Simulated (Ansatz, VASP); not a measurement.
KCl2: VASP beside Ansatz

INCAR

```
SYSTEM = KCl2
  ALGO = Normal
  EDIFF = 1E-6
  EDIFFG = -0.04
  ENCUT = 600
  GGA = PE
  IBRION = 2
  ISIF = 3
  ISMEAR = 0
  LASPH = .TRUE.
  LCHARG = .FALSE.
  LREAL = .FALSE.
  LWAVE = .FALSE.
  NELM = 60
  NSW = 90
  PREC = Accurate
  SIGMA = 0.1
```

KPOINTS

```
k-points
0
G
  4 4 4
  0 0 0
```

Contents of POSCAR:

```
KCl2
1.0
    5.5065433900      0.0000000000      0.0000000000
    0.0000000000      5.5065433900      0.0000000000
    0.0000000000      0.0000000000      3.7994825500
K Cl
1 2
Direct
    0.5000000000      0.5000000000      0.0000000000
    0.0000000000      0.0000000000      0.2066074700
    0.0000000000      0.0000000000      0.7933925300
```

Input for Ansatz:

```yaml
crystal:
  lattice:
    - [5.50654339, 0.0, 0.0]
    - [0.0, 5.50654339, 0.0]
    - [0.0, 0.0, 3.79948255]
  atoms:
    - { symbol: K, position: [0.5, 0.5, 0.0] }
    - { symbol: Cl, position: [0.0, 0.0, 0.20660747] }
    - { symbol: Cl, position: [0.0, 0.0, 0.79339253] }
basis:
  ecutwfc: 420
kpoints:
  mp_grid: { grid: [4, 4, 4] }
hamiltonian:
  xc: pbe
scf:
  occupations: { method: gaussian, width: 0.1 }
  lower_state_search: "off"
output:
  forces: true
  stress: true
  eigenvalues: true
relax:
  adjacent_minimum: "off"
  f_tol: 0.04
  max_steps: 70
  cell: { stress_tol: 0.4 }
```

Alike in both runs: task relaxation of cell and atoms; functional PBE; k mesh 4 × 4 × 4; occupations gaussian, width 0.1 eV; no spin polarisation.

|  | VASP | Ansatz |
| --- | --- | --- |
| version | VASP 6.6.1 | Ansatz 0.2.0 |
| potentials or method | VASP PAW PBE potentials, release 64 (K_sv, Cl) | scalar-relativistic, plane waves, PAW |
| plane-wave cutoff (eV) | 600 | 420 |
| valence electrons in the cell | 23 | 23 |

Ansatz gave:

* gap on the k mesh at the Fermi level, each at its own relaxed structure (eV): none
* relaxed volume (Å³/atom): 32.21
* relaxed cell length with the largest relative difference (Å): 4.225
* energy change over the relaxation (meV/atom): -3027

Task: Estimate VASP's values.

Result: gap on the k mesh at the Fermi level, each at its own relaxed structure (eV): none; relaxed volume (Å³/atom): 32.42; relaxed cell length with the largest relative difference (Å): 4.241; energy change over the relaxation (meV/atom): -2917.

A gap of «none» marks a metal or a gap that the smearing closes.

Caveats: the k mesh is coarse (spacing up to 0.41 Å⁻¹), so the values aren't converged; the volume moved by over 15 % at a fixed basis, so the end points are rough (VASP); an odd number of electrons without spin polarisation forces a metal; a magnetic or distorted state may lie lower.
